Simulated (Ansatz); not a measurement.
Runs of Ansatz 0.2.0 on CdO (Monteponite). The structure is cubic, space group Fm-3m (No. 225). The conventional cell has a = 4.699 Å, b = 4.699 Å, c = 4.699 Å, α = 90.00°, β = 90.00°, γ = 90.00°. Around Cd (site symmetry m-3m) lie 6 O at 2.35 Å. Around O (site symmetry m-3m) lie 6 Cd at 2.35 Å. 

| task | level | spin | cell | k mesh | cutoff (eV) | points for each segment of the path | pressure (GPa) | relaxed volume (Å³/atom) |
| --- | --- | --- | --- | --- | --- | --- | --- | --- |
| relaxation of cell and atoms | PBEsol+D3(BJ) | off | relaxed | 10 × 10 × 10 | 420 | - | 0.0 | (a) |
| relaxation of cell and atoms | RPBE+D3(BJ) | off | relaxed | 10 × 10 × 10 | 420 | - | 0.0 | 12.05 |
| band structure | r2SCAN | SOC, no magnetisation | as given | 7 × 7 × 7 | 500 | 14 | 0.7 | - |
| relaxation of cell and atoms | PBEsol+D4 | off | relaxed | 10 × 10 × 10 | 420 | - | 0.0 | 12.71 |

Alike in all rows: potentials or basis Ansatz PAW; smearing fermi-dirac 0.05 eV.

Task: Fill in the values left out.

Result: (a) 12.61.

Caveats: the PAW data sets come from PBE, with cores solved anew for the run's functional, which leaves a small shift of forces and pressure; the plane-wave basis is chosen anew once the cell has moved, so the energies of steps on either side of that aren't comparable (some runs).

Runs at the PBE level aren't shown here.
